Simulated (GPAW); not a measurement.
# Ge (P6_3/mmc) in GPAW: single point with PBE

Aim: the single point of Ge with PBE.

Everything below comes from runs of GPAW 26.7.0. Logs are shortened: lines on timing, memory, paths and dates and some standing lists are left out, and cuts for length are marked. The log counts tension as positive stress, the text compression.

## Step 1: The structure

It takes space group P6_3/mmc (No. 194, hexagonal). The conventional cell has a = 3.998 Å, b = 3.998 Å, c = 6.599 Å, α = 90.00°, β = 90.00°, γ = 120.00°. Ge (site symmetry 3m) has 4 Ge at 2.45 to 2.47 Å as nearest neighbours.

This isn't the form of Ge at room conditions, which is diamond.

## Step 2: Single point, PBE

File run.py:

```python
from ase import Atoms
from ase.dft.bandgap import bandgap
from ase.io import write
from ase.units import GPa
from gpaw import GPAW, PW

atoms = Atoms(['Ge', 'Ge', 'Ge', 'Ge'],
              cell=[[3.9975858431, 0.0, 0.0],
                    [-1.9987929216, 3.462010894, 0.0],
                    [0.0, 0.0, 6.59937795]],
              scaled_positions=[[0.3333333333, 0.6666666667, 0.93709875],
                                [0.6666666667, 0.3333333333, 0.43709875],
                                [0.3333333333, 0.6666666667, 0.56290125],
                                [0.6666666667, 0.3333333333, 0.06290125]],
              pbc=True)

calc = GPAW(mode=PW(400),
            xc='PBE',
            kpts={'size': (6, 6, 4), 'gamma': True},
            occupations={'name': 'fermi-dirac', 'width': 0.05},
            nbands=18,
            maxiter=120,
            txt='gpaw.txt')
atoms.calc = calc
energy = atoms.get_potential_energy()
forces = atoms.get_forces()
stress = atoms.get_stress()
calc.write('gs.gpw')
write('result.traj', atoms)
print(f'Energy: {energy:.6f} eV')
print('Forces (eV/A):')
print(forces.round(4))
print('Stress (GPa):', (stress / GPa).round(3))
print('Fermi level:', round(calc.get_fermi_level(), 4), 'eV')
print(f'Gap: {bandgap(calc)[0]:.4f} eV, direct: {bandgap(calc, direct=True)[0]:.4f} eV')
```

Potentials or basis: GPAW PAW data sets (gpaw-data 1.2.1), pw.

On the command line:

```
$ OMP_NUM_THREADS=1 python run.py
```

gpaw.txt:

```text
__  _  _
 | _ |_)|_||  |
 |__||  | ||/\| - 26.7.0

Input parameters:
  mode=PW(ecut=400.0),
  kpts=MonkhorstPack(size=(6, 6, 4), gamma=True),
  maxiter=120,
  nbands=18,
  occupations=Occupations(name='fermi-dirac', width=0.05),
  xc=XC(name='PBE')

Diagonalizing LCAO Hamiltonian
Converting LCAO to pw mode

        Ge

        Ge
            Ge

            Ge

Atoms  # Å, Bohr magnetons
|   | symbol |         x |        y |        z |    initial magnetic moments |
|---|--------|-----------|----------|----------|-----------------------------|
| 0 |     Ge | -0.000000 | 2.308007 | 6.184269 | ( 0.0000,  0.0000,  0.0000) |
| 1 |     Ge |  1.998793 | 1.154004 | 2.884580 | ( 0.0000,  0.0000,  0.0000) |
| 2 |     Ge | -0.000000 | 2.308007 | 3.714798 | ( 0.0000,  0.0000,  0.0000) |
| 3 |     Ge |  1.998793 | 1.154004 | 0.415109 | ( 0.0000,  0.0000,  0.0000) |

Unit cell  # Å
| periodic |         x |        y |        z |  lengths |     angles |
|----------|-----------|----------|----------|----------|------------|
|      yes |  3.997586 | 0.000000 | 0.000000 | 3.997586 |  90.000000 |
|      yes | -1.998793 | 3.462011 | 0.000000 | 3.997586 |  90.000000 |
|      yes |  0.000000 | 0.000000 | 6.599378 | 6.599378 | 120.000000 |

Number of symmetries: 12
Symmetry operations  # r_c * U_cc + t_c -> r_c
|    | kind |            matrix            |
|----|------|------------------------------|
|  0 |  σ   |  1, 1, 0,  0,-1, 0,  0, 0, 1 |
|  1 |  S6  |  1, 1, 0, -1, 0, 0,  0, 0,-1 |
|  2 |  E   |  1, 0, 0,  0, 1, 0,  0, 0, 1 |
|  3 |  C2  |  1, 0, 0, -1,-1, 0,  0, 0,-1 |
|  4 |  C2  |  0, 1, 0,  1, 0, 0,  0, 0,-1 |
|  5 |  C3  |  0, 1, 0, -1,-1, 0,  0, 0, 1 |
|  6 |  S6  |  0,-1, 0,  1, 1, 0,  0, 0,-1 |
|  7 |  σ   |  0,-1, 0, -1, 0, 0,  0, 0, 1 |
|  8 |  σ   | -1, 0, 0,  1, 1, 0,  0, 0, 1 |
|  9 |  i   | -1, 0, 0,  0,-1, 0,  0, 0,-1 |
| 10 |  C3  | -1,-1, 0,  1, 0, 0,  0, 0, 1 |
| 11 |  C2  | -1,-1, 0,  0, 1, 0,  0, 0,-1 |

BZ-sampling:
  Number of BZ points: 144
  Number of IBZ points: 24

  Monkhorst-Pack size: [6, 6, 4]
  Monkhorst-Pack shift: [0.08333333333333333, 0.08333333333333333, 0.125]

K-points  # in reciprocal-cell coordinates
|     |                                coordinates |     weight |
|-----|--------------------------------------------|------------|
|   0 | (  0.00000000,   0.00000000,   0.00000000) | 0.00694444 |
|   1 | (  0.00000000,   0.00000000,   0.25000000) | 0.01388889 |
|   2 | (  0.00000000,   0.00000000,   0.50000000) | 0.00694444 |
|   3 | (  0.16666667,   0.00000000,  -0.25000000) | 0.04166667 |
|   4 | (  0.16666667,   0.00000000,   0.00000000) | 0.04166667 |
|   5 | (  0.16666667,   0.00000000,   0.25000000) | 0.04166667 |
|   6 | (  0.16666667,   0.00000000,   0.50000000) | 0.04166667 |
|   7 | (  0.33333333,  -0.16666667,   0.00000000) | 0.04166667 |
|   8 | (  0.33333333,  -0.16666667,   0.25000000) | 0.08333333 |
|   9 | (  0.33333333,  -0.16666667,   0.50000000) | 0.04166667 |
| ... |                                            |            |
|  23 | (  0.50000000,   0.50000000,   0.50000000) | 0.02083333 |

Plane wave coefficients: 1696
Cutoff: 400.0 eV

Spin-components: 1 (collinear spins)
Bands:           18
Projectors:      20
Spin-degeneracy: 2
Datatype:        complex128

Parallelization:
  kpt:    1
  domain: 1
  band:   1

Density:
  Valence electrons: 16.0
  Components: 1
  Grid points: [20 20 32]
  Charge: 0.0  # |e|

Potential:
  Grid points: [20 20 32]

species:
  Ge:
    name:    Germanium
    Z:       32.0
    valence: 4
    core:    28
    charge:  0.0  # [|e|]
    compensation charges:
      type: gauss
      rc: 0.32  # [Å]
      lmax: 2
    cutoffs:
      filter: 1.77  # [Å]
      core: 3.42  # [Å]
    projectors
    | kind |    occ | energy [eV] | rcut [Å] |
    |------|--------|-------------|----------|
    |   4s |  2.000 |     -11.726 |    1.005 |
    |   4p |  2.000 |      -3.896 |    1.005 |
    |    s |        |      15.485 |    1.005 |
    |    p |        |      23.315 |    1.005 |
    |    d |        |       0.000 |    1.005 |

    Using partial waves for Ge as LCAO basis

Reference energy: -228390.551410  # eV

eigensolver:
  PPCG
  Converge bands: occupied
  niter=2

density mixing:
  MSR1-Mixer
  Pratt-step length: 0.05
  Maximum mixing coefficient: 0.75
  Old densities: 10
  SVD Regularization: 0.005
  Good broyden scale: 1.0
  Trust region scale: 1.0
  Backstep threshold: 4.0
  History deletion threshold: 6.0
  Fourier metric: weight=20.0, sigma=0.015

occupation numbers:
  Fermi-Dirac:
    width: 0.0500  # eV

poisson solver:
  ecut: 3200.0  # eV

xc functional:
  name: PBE with 2 nearest neighbor stencil

convergence criteria:
- Maximum [total energy] change in last 3 cyles: 0.0005 eV / valence electron
- Maximum integral of absolute [dens]ity change: 0.0001 electrons / valence electron
- Maximum integral of absolute [eigenst]ate change: 4e-08 eV^2 / valence electron
maximum number of iterations: 120

SCF iterations
|iter     | |      energy | eigst |  dens |
|---------|-|-------------|-------|-------|
|iter:   1| |  -17.978938 | -0.46 |       |
|iter:   2| |  -17.973739 | -2.70 | -0.91 |
|iter:   3| |  -17.910092 | -2.62 | -0.93 |
|iter:   4| |  -17.910309 | -3.56 | -1.53 |
|iter:   5| |  -17.910564c| -5.10 | -2.44 |
|iter:   6| |  -17.910583c| -6.52 | -3.11 |
|iter:   7| |  -17.910584c| -7.54c| -3.70 |
|iter:   8| |  -17.910584c| -7.93c| -4.64c|

Converged in 8 steps
Energy contributions relative to reference atoms: (reference = -228390.551410)

Energy contributions:
  Kinetic:          50.089673
  Coulomb:         -44.713231
  Zero:              0.012400
  External:          0.000000
  Xc:              -23.298384
  Entropy:          -0.002085
  Spinorbit:         0.000000
  ----------------------------
  Free energy:     -17.911627
  Extrapolated:    -17.910584

dipole moment: (0.000248, 0.000430, 0.000819)  # |e|*Ang

Fermi level: 5.990
Eigenvalues  # (at kpt = [0.000, 0.000, 0.000])
| band index |      eig [eV] | occ [0-2] |
|------------|---------------|-----------|
|          0 |        -6.815 |     2.000 |
|          1 |        -4.793 |     2.000 |
|          2 |        -1.656 |     2.000 |
|          3 |         4.462 |     2.000 |
|          4 |         4.462 |     2.000 |
|          5 |         5.784 |     1.968 |
|          6 |         5.882 |     1.796 |
|          7 |         5.994 |     0.964 |
|          8 |         6.064 |     0.373 |
|          9 |         6.064 |     0.373 |
|         10 |         8.211 |     0.000 |
|         11 |         8.211 |     0.000 |
|         12 |         8.702 |     0.000 |
|         13 |        10.503 |     0.000 |
|         14 |        10.503 |     0.000 |
|        ... |               |           |
|         17 |        13.270 |     0.000 |

No gap
No difference between direct/indirect transitions

Forces  # eV/Ang
|        x |        y |        z |
|----------|----------|----------|
|  0.00000 | -0.00000 | -0.01410 |  # Ge   0
| -0.00000 |  0.00000 | -0.01407 |  # Ge   1
|  0.00000 | -0.00000 |  0.01407 |  # Ge   2
| -0.00000 |  0.00000 |  0.01410 |  # Ge   3

Stress tensor  # eV/Ang^3
|         x |         y |         z |
|-----------|-----------|-----------|
| -0.021589 | -0.000000 |  0.000000 |
| -0.000000 | -0.021589 |  0.000000 |
|  0.000000 |  0.000000 | -0.017471 |

# Writing to gs.gpw (mode='')
```

Run time: 11 s. Hardware: 1 thread of Arm Neoverse V1, shared host; peak memory 0.15 GiB.

These settings aren't checked as converged: the numbers below hold their error.

What came out:

```
Free energy            : -17.9116 eV
Pressure               : 3.2 GPa
Largest force          : 0.014 eV/Å
Band gap on the k mesh : none (metal or under the smearing width)
```

Caveat: the cutoff is short for stress and forces, so pressures can be off by a GPa or more.
